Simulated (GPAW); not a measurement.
# InP (F-43m) in GPAW: settings compared, part 2 of 2

GPAW 26.7.0.

## Step 4: Equation of state, BEEF-vdW

The input, run.py:

```python
from ase.eos import EquationOfState
from ase.io import Trajectory, read
from ase.units import GPa
from gpaw import GPAW, PW

atoms = read('InP.cif')

traj = Trajectory('eos.traj', 'w')
volumes, energies = [], []
for x in [0.94, 0.96, 0.98, 1.0, 1.02, 1.04, 1.06]:
    a = atoms.copy()
    a.set_cell(atoms.cell * x**(1 / 3), scale_atoms=True)
    calc = GPAW(mode=PW(600),
                xc={'name': 'BEEF-vdW', 'backend': 'libvdwxc'},
                kpts={'size': (6, 6, 6), 'gamma': True},
                occupations={'name': 'fermi-dirac', 'width': 0.05},
                nbands=18,
                convergence={'density': 1e-05, 'energy': 1e-05},
                maxiter=150,
                txt=f'eos-{x:.2f}.txt')
    a.calc = calc
    energies.append(a.get_potential_energy(force_consistent=True))
    volumes.append(a.get_volume())
    calc.write(f'eos-{x:.2f}.gpw')
    traj.write(a)
    print(f'{x:.2f} {volumes[-1]:10.4f} A^3 {energies[-1]:14.6f} eV', flush=True)

v0, e0, B = EquationOfState(volumes, energies, eos='birchmurnaghan').fit()
print(f'V0 = {v0:.4f} A^3, E0 = {e0:.6f} eV, B0 = {B / GPa:.2f} GPa')
```

The input, InP.cif:

```cif
data_InP
_cell_length_a 4.14435284
_cell_length_b 4.14435284
_cell_length_c 4.14435284
_cell_angle_alpha 60.00000000
_cell_angle_beta 60.00000000
_cell_angle_gamma 60.00000000
_space_group_name_H-M_alt 'P1'
_space_group_name_Hall 'P 1'
_space_group_IT_number 1
loop_
_space_group_symop_operation_xyz
'x,y,z'
loop_
_atom_site_label
_atom_site_type_symbol
_atom_site_symmetry_multiplicity
_atom_site_Wyckoff_symbol
_atom_site_fract_x
_atom_site_fract_y
_atom_site_fract_z
_atom_site_occupancy
In1 In 1 a 0.0000000000 0.0000000000 0.0000000000 1
P1 P 1 a 0.7500000000 0.7500000000 0.7500000000 1
```

Potentials or basis: GPAW PAW data sets (gpaw-data 1.2.1), pw.

Command:

```sh
$ OMP_NUM_THREADS=1 python run.py
```

Standard output:

```text
__  _  _
 | _ |_)|_||  |
 |__||  | ||/\| - 26.7.0

Input parameters:
  mode=PW(ecut=600.0),
  convergence={'density': 1e-05, 'energy': 1e-05},
  kpts=MonkhorstPack(size=(6, 6, 6), gamma=True),
  maxiter=150,
  nbands=18,
  occupations=Occupations(name='fermi-dirac', width=0.05),
  xc=XC(name='BEEF-vdW', backend='libvdwxc')

Diagonalizing LCAO Hamiltonian
Converting LCAO to pw mode

                         P

       In

Atoms  # Å, Bohr magnetons
|   | symbol |        x |        y |        z |    initial magnetic moments |
|---|--------|----------|----------|----------|-----------------------------|
| 0 |     In | 0.000000 | 0.000000 | 0.000000 | ( 0.0000,  0.0000,  0.0000) |
| 1 |      P | 6.132512 | 3.540607 | 2.503587 | ( 0.0000,  0.0000,  0.0000) |

Unit cell  # Å
| periodic |        x |        y |        z |  lengths |    angles |
|----------|----------|----------|----------|----------|-----------|
|      yes | 4.088341 | 0.000000 | 0.000000 | 4.088341 | 60.000000 |
|      yes | 2.044171 | 3.540607 | 0.000000 | 4.088341 | 60.000000 |
|      yes | 2.044171 | 1.180202 | 3.338117 | 4.088341 | 60.000000 |

Number of symmetries: 24
Symmetry operations  # r_c * U_cc + t_c -> r_c
|    | kind |            matrix            |
|----|------|------------------------------|
|  0 |  E   |  1, 0, 0,  0, 1, 0,  0, 0, 1 |
|  1 |  σ   |  1, 0, 0,  0, 0, 1,  0, 1, 0 |
|  2 |  σ   |  1, 0,-1,  0, 1,-1,  0, 0,-1 |
|  3 |  C3  |  1, 0,-1,  0, 0,-1,  0, 1,-1 |
|  4 |  C3  |  1,-1, 0,  0,-1, 1,  0,-1, 0 |
|  5 |  σ   |  1,-1, 0,  0,-1, 0,  0,-1, 1 |
|  6 |  σ   |  0, 1, 0,  1, 0, 0,  0, 0, 1 |
|  7 |  C3  |  0, 1, 0,  0, 0, 1,  1, 0, 0 |
|  8 |  C2  |  0, 1,-1,  1, 0,-1,  0, 0,-1 |
|  9 |  S4  |  0, 1,-1,  0, 0,-1,  1, 0,-1 |
| 10 |  C3  |  0, 0, 1,  1, 0, 0,  0, 1, 0 |
| 11 |  σ   |  0, 0, 1,  0, 1, 0,  1, 0, 0 |
| 12 |  S4  |  0, 0,-1,  1, 0,-1,  0, 1,-1 |
| 13 |  C3  |  0, 0,-1,  0, 1,-1,  1, 0,-1 |
| 14 |  S4  |  0,-1, 1,  1,-1, 0,  0,-1, 0 |
| 15 |  C2  |  0,-1, 1,  0,-1, 0,  1,-1, 0 |
| 16 |  C3  |  0,-1, 0,  1,-1, 0,  0,-1, 1 |
| 17 |  S4  |  0,-1, 0,  0,-1, 1,  1,-1, 0 |
| 18 |  S4  | -1, 1, 0, -1, 0, 1, -1, 0, 0 |
| 19 |  C3  | -1, 1, 0, -1, 0, 0, -1, 0, 1 |
| 20 |  C3  | -1, 0, 1, -1, 1, 0, -1, 0, 0 |
| 21 |  S4  | -1, 0, 1, -1, 0, 0, -1, 1, 0 |
| 22 |  σ   | -1, 0, 0, -1, 1, 0, -1, 0, 1 |
| 23 |  C2  | -1, 0, 0, -1, 0, 1, -1, 1, 0 |

BZ-sampling:
  Number of BZ points: 216
  Number of IBZ points: 16

  Monkhorst-Pack size: [6, 6, 6]
  Monkhorst-Pack shift: [0.08333333333333333, 0.08333333333333333, 0.08333333333333333]

K-points  # in reciprocal-cell coordinates
|     |                                coordinates |     weight |
|-----|--------------------------------------------|------------|
|   0 | (  0.00000000,   0.00000000,   0.00000000) | 0.00462963 |
|   1 | (  0.16666667,   0.16666667,   0.00000000) | 0.02777778 |
|   2 | (  0.16666667,   0.16666667,   0.16666667) | 0.03703704 |
|   3 | (  0.33333333,   0.16666667,   0.16666667) | 0.05555556 |
|   4 | (  0.33333333,   0.33333333,  -0.33333333) | 0.05555556 |
|   5 | (  0.33333333,   0.33333333,   0.00000000) | 0.02777778 |
|   6 | (  0.33333333,   0.33333333,   0.16666667) | 0.11111111 |
|   7 | (  0.33333333,   0.33333333,   0.33333333) | 0.03703704 |
|   8 | (  0.50000000,   0.33333333,  -0.33333333) | 0.11111111 |
|   9 | (  0.50000000,   0.33333333,  -0.16666667) | 0.05555556 |
| ... |                                            |            |
|  15 | (  0.50000000,   0.50000000,   0.50000000) | 0.01851852 |

Plane wave coefficients: 1639
Cutoff: 600.0 eV

Spin-components: 1 (collinear spins)
Bands:           18
Projectors:      11
Spin-degeneracy: 2
Datatype:        complex128

Parallelization:
  kpt:    1
  domain: 1
  band:   1

Density:
  Valence electrons: 18.0
  Components: 1
  Grid points: [24 24 24]
  Charge: 0.0  # |e|

Potential:
  Grid points: [24 24 24]

species:
  In:
    name:    Indium
    Z:       49.0
    valence: 13
    core:    36
    charge:  0.0  # [|e|]
    compensation charges:
      type: gauss
      rc: 0.36  # [Å]
      lmax: 2
    cutoffs:
      filter: 2.09  # [Å]
      core: 2.48  # [Å]
    projectors
    | kind |    occ | energy [eV] | rcut [Å] |
    |------|--------|-------------|----------|
    |   5s |  2.000 |      -8.203 |    1.185 |
    |   5p |  1.000 |      -2.521 |    1.244 |
    |   4d | 10.000 |     -18.629 |    1.148 |
    |    s |        |      19.008 |    1.185 |
    |    p |        |      24.691 |    1.244 |
    |    d |        |       8.583 |    1.148 |

    Using partial waves for In as LCAO basis

  P:
    name:    Phosphorus
    Z:       15.0
    valence: 5
    core:    10
    charge:  0.0  # [|e|]
    compensation charges:
      type: gauss
      rc: 0.30  # [Å]
      lmax: 2
    cutoffs:
      filter: 1.69  # [Å]
      core: 1.81  # [Å]
    projectors
    | kind |    occ | energy [eV] | rcut [Å] |
    |------|--------|-------------|----------|
    |   3s |  2.000 |     -13.968 |    0.953 |
    |   3p |  3.000 |      -5.506 |    0.953 |
    |    s |        |      13.244 |    0.953 |
    |    p |        |      21.705 |    0.953 |
    |    d |        |       0.000 |    0.953 |

    Using partial waves for P as LCAO basis

Reference energy: -169278.333319  # eV

eigensolver:
  PPCG
  Converge bands: occupied
  niter=2

density mixing:
  MSR1-Mixer
  Pratt-step length: 0.05
  Maximum mixing coefficient: 0.75
  Old densities: 10
  SVD Regularization: 0.005
  Good broyden scale: 1.0
  Trust region scale: 1.0
  Backstep threshold: 4.0
  History deletion threshold: 6.0
  Fourier metric: weight=20.0, sigma=0.015

occupation numbers:
  Fermi-Dirac:
    width: 0.0500  # eV

poisson solver:
  ecut: 4800.0  # eV

xc functional:
  name: vdW-BEEF with libvdwxc
  Mode: serial
  Semilocal: BEEVDW with 2 nearest neighbor stencil
  Corresponding non-local functional: vdW-DF2
  Local blocksize: 48 x 48 x 48
  PAW datasets: PBE

convergence criteria:
- Maximum integral of absolute [dens]ity change: 1e-05 electrons / valence electron
- Maximum [total energy] change in last 3 cyles: 1e-05 eV / valence electron
- Maximum integral of absolute [eigenst]ate change: 4e-08 eV^2 / valence electron
maximum number of iterations: 150

SCF iterations
|iter     | |      energy | eigst |  dens |
|---------|-|-------------|-------|-------|
|iter:   1| | -192.340594 | -0.06 |       |
|iter:   2| | -192.263377 | -2.15 | -1.05 |
|iter:   3| | -191.966531 | -1.81 | -1.09 |
|iter:   4| | -191.969302 | -3.11 | -1.82 |
|iter:   5| | -191.970225 | -4.00 | -2.29 |
|iter:   6| | -191.970248 | -5.68 | -3.33 |
|iter:   7| | -191.970253c| -6.63 | -3.70 |
|iter:   8| | -191.970253c| -7.74c| -4.43 |
|iter:   9| | -191.970253c| -7.92c| -5.04c|

Converged in 9 steps
Energy contributions relative to reference atoms: (reference = -169278.333319)

Energy contributions:
  Kinetic:          52.260426
  Coulomb:         -47.365468
  Zero:              0.031732
  External:          0.000000
  Xc:             -196.896943
  Entropy:          -0.000000
  Spinorbit:         0.000000
  ----------------------------
  Free energy:    -191.970253
  Extrapolated:   -191.970253

dipole moment: (-23.266700, -13.433035, -9.498590)  # |e|*Ang

Fermi level: 5.710
Eigenvalues  # (at kpt = [0.000, 0.000, 0.000])
| band index |      eig [eV] | occ [0-2] |
|------------|---------------|-----------|
|          0 |        -9.405 |     2.000 |
|          1 |        -9.405 |     2.000 |
|          2 |        -9.405 |     2.000 |
|          3 |        -9.245 |     2.000 |
|          4 |        -9.245 |     2.000 |
|          5 |        -6.581 |     2.000 |
[... 10 lines left out ...]
|         16 |        16.617 |     0.000 |
|         17 |        16.617 |     0.000 |

Gap: 1.072 eV
Transition (v -> c):
  (s=0, k=0, n=8, [0.00, 0.00, 0.00]) -> (s=0, k=0, n=9, [0.00, 0.00, 0.00])
No difference between direct/indirect transitions
# Writing to eos-0.96.gpw (mode='')
```

It took 60 s on 1 thread of Arm Neoverse V2, shared host; peak memory 0.34 GiB.

What came out:

* Equilibrium volume: 26.76 Å³/atom (rough: see the caveat)
* Bulk modulus: 59 GPa (rough)

Energy against volume, from the lowest point:
```tsv
volume (Å³/atom)	energy (meV/atom)
23.657	83.27
24.160	56.19
24.663	35.13
25.167	19.51
25.670	8.78
26.173	2.42
26.677	0.00
```

Caveat: the minimum lies outside the volumes run; the PAW data sets were made with another functional, which shifts forces and pressure a little.

## Step 5: Equation of state, revPBE+D3(BJ)

Changes to run.py since step 4:

```diff
@@ -1 +1,2 @@
+from ase.calculators.mixing import SumCalculator
 from ase.eos import EquationOfState
@@ -3,2 +4,3 @@
 from ase.units import GPa
+from dftd3.ase import DFTD3
 from gpaw import GPAW, PW
@@ -13,3 +15,3 @@
     calc = GPAW(mode=PW(600),
-                xc={'name': 'BEEF-vdW', 'backend': 'libvdwxc'},
+                xc='revPBE',
                 kpts={'size': (6, 6, 6), 'gamma': True},
@@ -20,8 +22,9 @@
                 txt=f'eos-{x:.2f}.txt')
-    a.calc = calc
-    energies.append(a.get_potential_energy(force_consistent=True))
+    a.calc = SumCalculator([calc, DFTD3(method='revpbe', damping='d3bj')])
+    energies.append(a.get_potential_energy())
     volumes.append(a.get_volume())
+    p = -a.get_stress()[:3].mean() / GPa
     calc.write(f'eos-{x:.2f}.gpw')
     traj.write(a)
-    print(f'{x:.2f} {volumes[-1]:10.4f} A^3 {energies[-1]:14.6f} eV', flush=True)
+    print(f'{x:.2f} {volumes[-1]:10.4f} A^3 {energies[-1]:14.6f} eV {p:9.3f} GPa', flush=True)
```

InP.cif is that of step 4.

Potentials or basis: the program's PAW data sets (release 1.2.1) made for this functional, pw.

Command:

```sh
$ OMP_NUM_THREADS=1 python run.py
```

It took 53 s on 1 thread of Arm Neoverse V2, shared host; peak memory 0.22 GiB.

The run converged. Its results:

| Property | Result |
| --- | --- |
| Equilibrium volume | 25.22 Å³/atom |
| Bulk modulus | 67 GPa |
| Pressure derivative of the bulk modulus | 4.7 |

Energy against volume, from the lowest point:
```tsv
volume (Å³/atom)	energy (meV/atom)
23.657	22.91
24.160	10.12
24.663	2.66
25.167	0.00
25.670	1.63
26.173	7.07
26.677	15.90
```

## Step 6: Overview

| task | level | potentials or basis | spin | eigensolver | band path | band points | spin axis theta (degrees) | spin axis phi (degrees) | gap on the mesh (eV) | pressure (GPa) |
| --- | --- | --- | --- | --- | --- | --- | --- | --- | --- | --- |
| band structure | TPSS | GPAW PAW data sets (gpaw-data 1.2.1), pw | SOC, no magnetisation | davidson | GXWKGLUWLK,UX | 80 | 0 | 0 | 0.82 | 2.6 |
| band structure | TASK | GPAW PAW data sets (gpaw-data 1.2.1), pw | SOC, no magnetisation | - | GXWKGLUWLK,UX | 80 | 90 | 0 | 1.87 | 5.6 |
| equation of state | BEEF-vdW | GPAW PAW data sets (gpaw-data 1.2.1), pw | off | - | - | - | - | - | - | - |
| equation of state | revPBE+D3(BJ) | the program's PAW data sets (release 1.2.1) made for this functional, pw | off | - | - | - | - | - | - | - |

Alike in all rows: cell as given; k mesh 6 × 6 × 6; cutoff (eV) 600; smearing fermi-dirac 0.05 eV.

Caveats: the PAW data sets were made with another functional, which shifts forces and pressure a little (some runs); spin-orbit coupling was added after a scalar SCF, so levels and gaps hold it while energy, forces, pressure and moments don't (some runs); this program's spin-orbit splittings come out too wide for heavy elements (some runs); the minimum lies outside the volumes run (some runs).

Absolute energies hang on the potentials; compare differences alone.

## Step 7: Comparison with measurements

Step 2. Measured gap of InP: 1.4236 eV (direct; 1.6 K; a printed reference work, data compilation). This calculation gives 0.82 eV (-0.61 eV). The value is that of TPSS, without temperature or zero-point motion.

Step 3. Measured gap of InP: 1.4236 eV (direct; 1.6 K; a printed reference work, data compilation). This calculation gives 1.87 eV (+0.44 eV). The value is that of TASK, without temperature or zero-point motion.

Step 5. Against the measured bulk modulus of InP, 71 GPa (a printed reference work, data compilation), the calculated 67 GPa is off by -5.2 %. The fit is for a static lattice scaled at fixed shape and fixed fractional positions.
